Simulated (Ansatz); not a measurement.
Ca:

```xyz
1
Lattice="0.0000 2.7942 2.7942 2.7942 0.0000 2.7942 2.7942 2.7942 0.0000" Properties=species:S:1:pos:R:3 pbc="T T T"
Ca    0.0000    0.0000    0.0000
```

```yaml
Program: Ansatz 0.2.0
Task: single point
Functional: PBE
Potentials_or_basis: Ansatz PAW
Cutoff: "420 eV (not typed: the program's choice for these potentials)"
k_mesh: 8 × 8 × 8
Occupations: fermi-dirac, width 0.05 eV
Spin: no spin polarisation
```

On this cell: pressure -0.6 GPa; band gap on the k mesh none (metal or under the smearing width).

The same run follows on a disturbed copy (cell strained at random at fixed volume):

```
Ca
1.0
     0.02261    2.80956    2.74477
     2.75250    0.03962    2.72775
     2.84984    2.88989   -0.05772
Ca
1
Direct
  0.99927 0.00324 0.99894
```

Q: What changes?

A: The energy (extrapolated to zero smearing) moves by +4.9 meV/atom; pressure -0.5 GPa; band gap on the k mesh none (metal or under the smearing width).

Stress tensor (GPa, compression positive):
```
-0.52 -0.61  0.41
-0.61 -0.63  0.26
 0.41  0.26 -0.48
```
